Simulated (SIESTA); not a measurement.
Crystal: CdSe (Cadmoselite).

```
Cd Se
1.0
     4.30000    0.00000    0.00000
    -2.15000    3.72391    0.00000
     0.00000    0.00000    7.02000
Cd Se
2 2
Direct
  0.66667 0.33333 0.50000
  0.33333 0.66667 0.00000
  0.66667 0.33333 0.88500
  0.33333 0.66667 0.38500
```

| Item | Value |
| --- | --- |
| Program | SIESTA 5.4.2 |
| Task | relaxation of cell and atoms |
| Functional | PBE |
| Potentials or basis | PseudoDojo 0.4 standard (PBE files) |
| Basis | DZP (energy shift 0.002 Ry) |
| Grid cutoff | 800 Ry |
| Energy shift | 0.002 Ry |
| k mesh | 5 × 5 × 3 |
| Occupations | fermi-dirac, width 0.05 eV |
| Spin | no spin polarisation |

At the start: pressure 4.0 GPa; volume 28.10 Å³/atom.

Task: How do energy, volume and symmetry change on relaxing?

Result: Over 6 steps the energy falls by 28.2 meV/atom and the volume is 30.10 Å³/atom (+7.1 %); space group P6_3mc (No. 186, to 0.05 Å).

The path:
```csv
step,energy change (eV),largest force (eV/Å),pressure (GPa),volume (Å³)
1,0.0000,0.3372,3.97,112.41
2,-0.0281,0.2546,3.48,113.19
3,-0.0942,0.0869,1.56,116.83
4,-0.0854,0.2151,1.69,116.62
5,-0.1124,0.0211,0.19,120.03
6,-0.1128,0.0058,0.04,120.40
```

Final structure:
```yaml
crystal:
  lattice:
    - [4.40985, -0.00012, 0.00000]
    - [-2.20503, 3.81898, 0.00000]
    - [0.00000, 0.00000, 7.14952]
  atoms:
    - { symbol: Cd, position: [0.66666, 0.33334, 0.50397] }
    - { symbol: Cd, position: [0.33334, 0.66666, 0.00397] }
    - { symbol: Se, position: [0.66666, 0.33334, 0.88106] }
    - { symbol: Se, position: [0.33334, 0.66666, 0.38105] }
```

Caveat: semicore shells carry a single zeta, which can move pressures by several GPa and volumes by a few percent; the basis of atomic orbitals isn't converged, which shifts pressures, moduli and gaps.
